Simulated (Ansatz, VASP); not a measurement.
# Sn: VASP beside Ansatz

File INCAR:

```
SYSTEM = Sn
ALGO     = Normal         ! electronic algorithm
EDIFF    = 1E-6           ! SCF threshold, eV
ENCUT    = 520            ! plane-wave cutoff, eV
GGA      = PS             ! functional
ISIF     = 2              ! what is computed and relaxed
ISMEAR   = -1             ! smearing method
IVDW     = 13             ! dispersion correction
LASPH    = .TRUE.         ! aspherical terms in the spheres
LCHARG   = .FALSE.        ! write CHGCAR
LREAL    = .FALSE.        ! projectors in reciprocal space
LWAVE    = .FALSE.        ! write WAVECAR
NBANDS   = 13             ! bands
NELM     = 60             ! most SCF steps
PREC     = Accurate       ! precision mode
SIGMA    = 0.15           ! smearing width, eV
```

The input KPOINTS:

```
k-points
0
G
  11 11 11
  0 0 0
```

Contents of POSCAR:

```
Sn
1.0
   -1.8625330493      1.8625330493      1.8625330493
    1.8625330493     -1.8625330493      1.8625330493
    1.8625330493      1.8625330493     -1.8625330493
Sn
1
Direct
    0.0000000000      0.0000000000      0.0000000000
```

Input for Ansatz:

```yaml
crystal:
  lattice:
    - [-1.8625330493162764, 1.8625330493162764, 1.8625330493162764]
    - [1.8625330493162764, -1.8625330493162764, 1.8625330493162764]
    - [1.8625330493162764, 1.8625330493162764, -1.8625330493162764]
  atoms:
    - { symbol: Sn, position: [0.0, 0.0, 0.0] }
basis:
  ecutwfc: 517.016338673772
kpoints:
  mp_grid:
    grid: [11, 11, 11]
hamiltonian:
  xc: pbesol
  dispersion: d4
scf:
  convergence:
    dr2_threshold: 1.0e-09
  occupations:
    method: fermi_dirac
    width: 0.15
output:
  stress: true
```

This isn't the form of Sn at room conditions, which is tetragonal (white tin).

Alike in both runs: task single point; functional PBEsol; dispersion D4; k mesh 11 × 11 × 11; occupations fermi-dirac, width 0.15 eV; no spin polarisation.

```csv
,VASP,Ansatz
version,VASP 6.6.1,Ansatz 0.2.0
potentials or method,"VASP PAW PBE potentials, release 64 (Sn_d)","plane waves, PAW"
plane-wave cutoff (eV),520,517
valence electrons in the cell,14,14
```

VASP gave:

* pressure (GPa): -0.6
* dispersion energy (meV/atom): -258.4

What did Ansatz give for the same quantities?

Pressure (GPa): -0.6; dispersion energy (meV/atom): -258.6.

Ansatz warned: «stress_scf_threshold_loose».

Caveats: the PAW data sets were made with another functional, which shifts forces and pressure a little (VASP); pairwise dispersion overbinds metals, which lowers pressure and volume.
